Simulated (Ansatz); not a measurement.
# HgTe: band gap under strain

How does strain move the band edges of HgTe (zincblende), and do the functionals agree on it? States: +4.0 % biaxial strain in x and y, z held; +2.1 % biaxial strain in x and y, free along z.

The runs shown are made with Ansatz 0.2.0. PAW datasets, plane waves. Spin-unpolarised throughout; all numbers are computed.

## Step 1: Starting point

The unstrained cell was relaxed with r2SCAN; in each strained cell the atoms were relaxed again with r2SCAN. Names of k-points are those of the unstrained zone, where strain can split equivalent points. First state: +4.0 % biaxial strain in x and y, z held.

Space group I-4m2 (No. 119), tetragonal; conventional cell a = 4.836 Å, c = 6.578 Å, 38.47 Å³ an atom. Near Hg stand 4 Te at 2.92 Å; near Te stand 4 Hg at 2.92 Å.

Structure file:

```
Hg Te
1.0
     0.00000    3.41974    3.28916
     3.41974    0.00000    3.28916
     3.41974    3.41974    0.00000
Hg Te
1 1
Direct
  0.00000 0.00000 0.00000
  0.25000 0.25000 0.25000
```

## Step 2: +4.0 % biaxial strain in x and y, z held: PBE

File input.yaml:

```yaml
crystal:
  lattice:
    - [0.0, 3.4197374612, 3.2891578929]
    - [3.4197374612, 0.0, 3.2891578929]
    - [3.4197374612, 3.4197374612, 0.0]
  atoms:
    - { symbol: Hg, position: [0.0, 0.0, 0.0] }
    - { symbol: Te, position: [0.25, 0.25, 0.25] }
kpoints:
  mp_grid: { grid: [6, 6, 6] }
  band_path:
    path:
      - [0.0, 0.0, 0.0]
      - [-0.5, -0.5, 0.0]
      - [-0.375, -0.375, 0.25]
      - [-0.375, 0.0, 0.375]
      - [0.0, 0.0, 0.5]
      - [-0.5, -0.25, 0.25]
      - [-0.027669, 0.0, -0.027669]
    npoints: 1
hamiltonian:
  xc: pbe
scf:
  occupations: { method: fermi_dirac, width: 0.02 }
  n_extra_bands: 4
output:
  forces: true
  stress: true
  eigenvalues: true
```

Launch:

```
$ ansatz run input.yaml --threads 4 --pin off --max-ram 3686MiB --backend cpu --events-out ev --progress --plain --runs-dir out
```

After this run come: +4.0 % biaxial strain in x and y, z held: r2SCAN; +4.0 % biaxial strain in x and y, z held: HSE06; +2.1 % biaxial strain in x and y, free along z: PBE; +2.1 % biaxial strain in x and y, free along z: r2SCAN; +2.1 % biaxial strain in x and y, free along z: HSE06.

What does the calculation give?

**Answer**, as computed:

Least gap in eV (negative: overlap):

```
                                         state   PBE  r2SCAN  HSE06
      +4.0 % biaxial strain in x and y, z held  0.00    0.02   0.02
+2.1 % biaxial strain in x and y, free along z  0.00    0.03   0.03
```

In words: Spin-orbit coupling is left out of the table, though the cell holds Hg (Z = 80); in an element this heavy it can shift bands and gaps by tenths of an eV.
